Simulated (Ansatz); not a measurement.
## Migration of H in MgO

The calculation used Ansatz, DFT PBEsol, scalar-relativistic, plane waves, PAW. Settings: 420 eV cutoff, 2×2×2 k-mesh, Gaussian smearing of 0.02 eV, no spin polarisation.

In a supercell of 16 host sites with charge +1, interstitial H hops to an equivalent place, moving 1.16 Å between the relaxed ends. Climbing-image nudged elastic band at fixed cell with images 0 (start) to 4 (end), the path measured over all atoms, converged to 0.05 eV/Å; the order of the saddle wasn't checked, and the small cell leaves errors of about a tenth of an eV. Zero-point motion and tunnelling, which matter for H, are left out.

Command:

```bash
ansatz run input.yaml --threads 4 --pin off --max-ram 10240MiB --backend cpu --events-out ev --progress --plain --runs-dir out
```

Input:

```yaml
crystal:
  lattice:
    - [-4.2140464022, 0.0, 4.2140464022]
    - [-4.2140464022, -4.2140464022, 0.0]
    - [0.0, -4.2140464022, 4.2140464022]
  atoms:
    - { symbol: Mg, position: [-0.0169574655, 0.4830426742, 0.5249326361] }
    - { symbol: Mg, position: [-0.0078969616, 0.0030321074, 0.5030345849] }
    - { symbol: Mg, position: [0.0014382766, 0.5014316233, 0.0014295261] }
    - { symbol: Mg, position: [-0.0169492966, 0.0249278119, -0.0169527538] }
    - { symbol: Mg, position: [0.5030297793, 0.4921102557, 0.5030349687] }
    - { symbol: Mg, position: [0.4995483699, -0.000448186, 0.4995504317] }
    - { symbol: Mg, position: [0.5249567596, 0.4830436562, -0.0169601006] }
    - { symbol: Mg, position: [0.5030321612, 0.0030351706, -0.0078885176] }
    - { symbol: O, position: [0.2489497419, 0.7489524534, 0.248944267] }
    - { symbol: O, position: [0.2499988176, 0.2541324453, 0.2500000971] }
    - { symbol: O, position: [0.2500011824, 0.7500012443, 0.7541251715] }
    - { symbol: O, position: [0.2468565691, 0.2505413867, 0.750538527] }
    - { symbol: O, position: [0.7541200651, 0.7499987557, 0.2499999029] }
    - { symbol: O, position: [0.7505433617, 0.2505382526, 0.2468517106] }
    - { symbol: O, position: [0.7505441077, 0.7468529994, 0.7505360072] }
    - { symbol: O, position: [0.7464046223, 0.2464026304, 0.7464072636] }
    - { symbol: H, position: [0.1812436963, 0.6811946941, 0.1812143824] }
total_charge: 1
basis:
  ecutwfc: 420
  xc_grid: 2
kpoints:
  mp_grid: { grid: [2, 2, 2], shift: [0.0, 0.0, 0.0] }
hamiltonian:
  xc: pbesol
scf:
  occupations: { method: gaussian, width: 0.02 }
output:
  forces: true
neb:
  images: 3
  f_tol: 0.05
  max_iterations: 70
  order_check: false
  final_atoms:
    - { symbol: Mg, position: [-0.0030321074, 0.4969654151, 0.4981697306] }
    - { symbol: Mg, position: [-0.0030351706, 0.0078885176, 0.4981788142] }
    - { symbol: Mg, position: [0.000448186, 0.5004495683, -0.0013493844] }
    - { symbol: Mg, position: [-0.0249278119, 0.0169527538, -0.0089742384] }
    - { symbol: Mg, position: [0.5078897443, 0.4969650313, 0.4981750038] }
    - { symbol: Mg, position: [0.4985683767, -0.0014295261, 0.5042994261] }
    - { symbol: Mg, position: [0.5169573258, 0.4750673639, -0.0089821552] }
    - { symbol: Mg, position: [0.5169563438, 0.0169601006, -0.0089596848] }
    - { symbol: O, position: [0.2510475466, 0.751055733, 0.2468464623] }
    - { symbol: O, position: [0.2531470006, 0.2494639928, 0.2479331143] }
    - { symbol: O, position: [0.2500012443, 0.7500000971, 0.7541187237] }
    - { symbol: O, position: [0.2499987557, 0.2458748285, 0.7541275982] }
    - { symbol: O, position: [0.7494617474, 0.7531482894, 0.247933325] }
    - { symbol: O, position: [0.7494586133, 0.249461473, 0.2479364828] }
    - { symbol: O, position: [0.7458675547, 0.7499999029, 0.75413136] }
    - { symbol: O, position: [0.7535973696, 0.2535927364, 0.7392145164] }
    - { symbol: H, position: [0.3188053059, 0.8187856176, 0.0436527728] }
```

Course of the band:

```tsv
iteration	largest band force (eV/Å)	climbing image	energies over image 0 (eV)
1	10.173	none	0.000 0.537 1.140 0.537 0.000
2	1.307	none	0.000 0.107 0.176 0.107 0.000
3	0.576	none	0.000 0.062 0.116 0.062 0.000
4	0.105	2	0.000 0.050 0.088 0.050 0.000
5	0.103	2	0.000 0.049 0.086 0.049 0.000
6	0.106	2	0.000 0.049 0.085 0.049 0.000
7	0.042	2	0.000 0.049 0.085 0.049 0.000
```

Final band:

| image | path (Å) | E − E(0) (eV) | H x (Å) | H y (Å) | H z (Å) | force on H (eV/Å) |
| --- | --- | --- | --- | --- | --- | --- |
| 0 | 0.00 | 0.000 | -3.634 | -3.634 | 1.527 | 0.00 |
| 1 | 0.31 | 0.049 | -3.906 | -3.566 | 1.459 | 0.19 |
| 2 | 0.62 | 0.085 | -4.214 | -3.533 | 1.426 | 0.04 |
| 3 | 0.93 | 0.049 | -4.522 | -3.566 | 1.459 | 0.19 |
| 4 | 1.25 | 0.000 | -4.794 | -3.634 | 1.527 | 0.00 |

Barrier 0.08 eV. It took 21 s on 4 threads of Oxide Virtual Turin-like Processor (Zen 5), on a shared host, peak memory 0.84 GiB.